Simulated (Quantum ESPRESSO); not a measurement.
Set up this calculation in Quantum ESPRESSO 7.5, as the native input.

```yaml
Task: single point
Functional: PBE
Potentials_or_basis: SSSP 1.3 efficiency PBE
Cutoff: 748 eV
Density_cutoff: 5987 eV
k_mesh: 8 × 8 × 8
Occupations: fermi-dirac, width 0.05 eV
Spin: no spin polarisation
Mixing_beta: 0.5
Most_SCF_iterations: 120
SCF_threshold: 4e-10 Ry
```

PbSe (Clausthalite):

```xyz
2
Lattice="0.0000 3.0606 3.0606 3.0606 0.0000 3.0606 3.0606 3.0606 0.0000" Properties=species:S:1:pos:R:3 pbc="T T T"
Pb   -0.0115   -0.0087   -0.0166
Se    3.0383    3.0478    3.0701
```

The cell isn't the ideal one: atoms moved at random, drawn with an rms of 0.05 Å.

One way to write it, as run:

pw.in

```
&CONTROL
  calculation = 'scf'
  prefix = 'pwscf'
  outdir = './tmp'
  pseudo_dir = './pseudo'
  tprnfor = .true.
  tstress = .true.
  disk_io = 'nowf'
/
&SYSTEM
  ibrav = 0
  nat = 2
  ntyp = 2
  ecutwfc = 55
  ecutrho = 440
  nbnd = 16
  occupations = 'smearing'
  smearing = 'fd'
  degauss = 0.00367493
/
&ELECTRONS
  conv_thr = 4d-10
  electron_maxstep = 120
  mixing_beta = 0.5
/
ATOMIC_SPECIES
Pb   207.2000 Pb.pbe-dn-kjpaw_psl.0.2.2.UPF
Se    78.9710 Se_pbe_v1.uspp.F.UPF
CELL_PARAMETERS angstrom
   0.0000000000    3.0606500000    3.0606500000
   3.0606500000    0.0000000000    3.0606500000
   3.0606500000    3.0606500000    0.0000000000
ATOMIC_POSITIONS crystal
Pb    -0.0022480000   -0.0031650000   -0.0006020000
Se     0.5030880000    0.4999950000    0.4926990000
K_POINTS automatic
8 8 8 0 0 0
```

Potentials or basis: SSSP 1.3 efficiency PBE.

The run is started by

```console
$ OMP_NUM_THREADS=1 pw.x -in pw.in > pw.out
```

Results of the run:

```
Pressure               : 2.4 GPa
Largest force          : 0.017 eV/Å
Band gap on the k mesh : 0.30 eV, direct
```

Caveat: spin-orbit coupling is left out, which as a rule narrows the gap of such compounds by several tenths of an eV.

It took 110 s on 1 thread of AMD EPYC 9R45 96-Core Processor (Zen 5) (shared host), peak memory 0.43 GiB.
